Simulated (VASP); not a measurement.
# SiC: optical spectrum of independent particles, by functional

SiC, P6_3mc (no. 186), 4 atoms in the cell.

| Functional | ε at zero frequency, electronic | Mean energy of the absorption, weighted by Im ε (eV) | Refractive index at 633 nm | Refractive index at 1064 nm | Direct gap on the mesh (eV) | Time (s) |
|---|---|---|---|---|---|---|
| PBE | 7.51 | 8.38 | 2.84 | 2.77 | 4.07 | 14 |
| LDA | 7.65 | 8.29 | 2.87 | 2.80 | 3.97 | 9.2 |
| PBEsol | 7.71 | 8.27 | 2.88 | 2.81 | 3.95 | 9.0 |
| r2SCAN | 6.77 | 9.04 | 2.68 | 2.63 | 4.59 | 53 |
| TB-mBJ | 6.17 | 9.41 | 2.55 | 2.51 | 5.07 | 20 |
| TPSS | 7.41 | 8.50 | 2.82 | 2.75 | 4.12 | 42 |

Limits: The 6×6×4 mesh is coarse for a spectrum: peaks stand apart that a denser mesh merges; the pull between electron and hole is left out; rows 1, 2, 3, 4, 6: the onset follows the functional's gap, which semilocal functionals usually make too small.

## Input of the first row

INCAR:
```
SYSTEM = SiC
PREC = Accurate ; ENCUT = 460
ISMEAR = 0 ; SIGMA = 0.02
EDIFF = 1E-7 ; LASPH = .TRUE.
KPAR = 4 ; LWAVE = .TRUE.
LCHARG = .FALSE. ; LOPTICS = .TRUE.
ALGO = Normal ; NBANDS = 32
NEDOS = 2000 ; CSHIFT = 0.1
GGA = PE
```

KPOINTS:
```
k-points
0
Gamma
  6 6 4
```

POSCAR:
```
SiC
1.0
    3.0760000000      0.0000000000      0.0000000000
   -1.5380000000      2.6638941420      0.0000000000
    0.0000000000      0.0000000000      5.0480000000
Si C
2 2
Direct
    0.6666666667      0.3333333333      0.5000000000
    0.3333333333      0.6666666667      0.0000000000
    0.6666666667      0.3333333333      0.8850000000
    0.3333333333      0.6666666667      0.3850000000
```

Commands:
```
cat potpaw_PBE.64/Si/POTCAR potpaw_PBE.64/C/POTCAR > POTCAR
mpirun -np 4 vasp_std > vasp.out
```

Changes of the last row against the first:
```
- GGA = PE
+ METAGGA = TPSS
+ LMIXTAU = True
```

VASP 6.6.1 took 14 s on 4 cores (AMD EPYC 7R43 (Zen 3)), a shared host.
